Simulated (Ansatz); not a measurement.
**Cu: a tetragonal deformation path**

An exercise on one series of results from a longer session: the logs are not shown, and one member is left open.

Program: Ansatz 0.2.0. Level of theory: DFT r2SCAN, scalar-relativistic, plane waves, PAW. These are calculated values, not measurements.

3 further runs of the same task are left out: 1 that didn't finish, 2 set aside as unsound or not needed.

**Starting point**

It takes space group I4/mmm (No. 139, tetragonal). The conventional cell has a = 2.895 Å, b = 2.895 Å, c = 2.739 Å, α = 90.00°, β = 90.00°, γ = 90.00°. Around Cu (site symmetry 4/mmm) lie 10 Cu at 2.46 to 2.74 Å.

Coordinates:

```cif
data_structure
_symmetry_space_group_name_H-M 'P 1'
_symmetry_Int_Tables_number 1
_cell_length_a 2.4631
_cell_length_b 2.4631
_cell_length_c 2.4631
_cell_angle_alpha 108.003
_cell_angle_beta 108.003
_cell_angle_gamma 112.449
_cell_volume 11.48
loop_
_atom_site_label
_atom_site_type_symbol
_atom_site_fract_x
_atom_site_fract_y
_atom_site_fract_z
_atom_site_occupancy
Cu1 Cu 0.00000 0.00000 0.00000 1
```

It goes back to an entry of the Materials Project, which need not be the stable form.

This cell was relaxed beforehand with the same method: volume 11.48 Å³/atom, gap on the mesh none (metal).

The first run:

input.yaml reads:

```yaml
crystal:
  lattice:
    - [-1.4476911077, 1.4476911077, 1.3693140242]
    - [1.4476911077, -1.4476911077, 1.3693140242]
    - [1.4476911077, 1.4476911077, -1.3693140242]
  atoms:
    - { symbol: Cu, position: [0.0, 0.0, 0.0] }
basis:
  ecutwfc: 500
kpoints:
  mp_grid: { grid: [32, 32, 32] }
hamiltonian:
  xc: r2scan
scf:
  occupations: { method: gaussian, width: 0.15 }
output:
  forces: true
  stress: true
  eigenvalues: true
  write_density: true
  write_potential: true
  elf: true
  volumetric_format: npy
```

The run is started by

```sh
ansatz run input.yaml --threads 1 --pin off --max-ram 2560MiB --backend cpu --events-out ev --progress --plain --runs-dir out
```

Among the steps run: The undisturbed cell; Point ρ = 0.850; ρ = 1.200; ρ = 0.920; At ρ = 1.100; ρ = 0.960; Point ρ = 1.050.

One of the session's tables, all rows but one given; the rest of the session is left out.

It belongs to the step «The scan collected». The scan, with free energies counted from the undisturbed cell:

| ρ | ΔE (meV/atom) | pressure (GPa) |
| --- | --- | --- |
| 0.850 | 33.3 | 2.3 |
| 0.920 | 5.8 | 0.6 |
| 0.960 | 1.2 | 0.2 |
| 1.000 | 0.0 | 0.0 |
| 1.050 | ? | ? |
| 1.100 | -0.3 | 0.0 |
| 1.200 | -6.6 | 0.0 |

Estimate the missing values for ρ = 1.050.

Worked estimate for «ΔE (meV/atom)». A straight line through the neighbours (1.000, 0.0) and (1.100, -0.3) gives 0.0 + (-0.3 − 0.0) × (1.050 − 1.000) / (1.100 − 1.000) = -0.1; a parabola fitted to 4 rows on both sides gives 0.5.

**Answer.** ΔE (meV/atom): 0.2; pressure (GPa): 0.0. In «ΔE (meV/atom)» the line misses by -0.3 and the parabola by +0.3. Between these rows the values bend or scatter more than so simple an estimate can follow.
